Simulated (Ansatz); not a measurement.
Crystal: GaN.

```xyz
4
Lattice="3.1800 0.0000 0.0000 -1.5900 2.7540 0.0000 0.0000 0.0000 5.1660" Properties=species:S:1:pos:R:3 pbc="T T T"
Ga    1.5900    0.9180    2.5830
Ga    0.0000    1.8360    0.0000
N     1.5900    0.9180    4.5203
N     0.0000    1.8360    1.9373
```

| Property | Result |
| --- | --- |
| Program | Ansatz 0.2.0 |
| Task | relaxation of cell and atoms |
| Functional | BLYP |
| Potentials or basis | Ansatz PAW |
| Cutoff | 420 eV (not typed: the program's choice for these potentials) |
| k mesh | 10 × 10 × 5 |
| Occupations | fermi-dirac, width 0.05 eV |
| Spin | no spin polarisation |

At the start: volume 11.31 Å³/atom.

Task: Where does the relaxation end?

Result: It ends after 8 steps and the volume is 12.14 Å³/atom (+7.3 %); space group P6_3mc (No. 186, to 0.05 Å).

Step by step:
```tsv
step	energy change (eV)	largest force (eV/Å)	volume (Å³)
1	0.0000	0.1312	45.24
2	-0.0953	0.0979	47.08
3	-0.1116	0.0481	48.31
4	-0.1115	0.0279	48.44
5	-0.1116	0.0033	48.44
6	-0.1277	0.0031	48.44
7	-0.1275	0.0001	48.56
8	-0.1278	0.0001	48.56
```

Final structure:
```xyz
4
Lattice="3.2514 0.0000 0.0000 -1.6257 2.8158 0.0000 0.0000 0.0000 5.3038" Properties=species:S:1:pos:R:3 pbc="T T T"
Ga    1.6257    0.9386    2.6479
Ga    0.0000    1.8772   -0.0040
N     1.6257    0.9386    4.6448
N     0.0000    1.8772    1.9929
```

Caveat: the plane-wave basis is chosen anew once the cell has moved, so the energies of steps on either side of that aren't comparable; the pressure holds a Pulay correction of +0.6 GPa for the finite cutoff; the PAW data sets come from PBE, with cores solved anew for the run's functional, which leaves a small shift of forces and pressure.
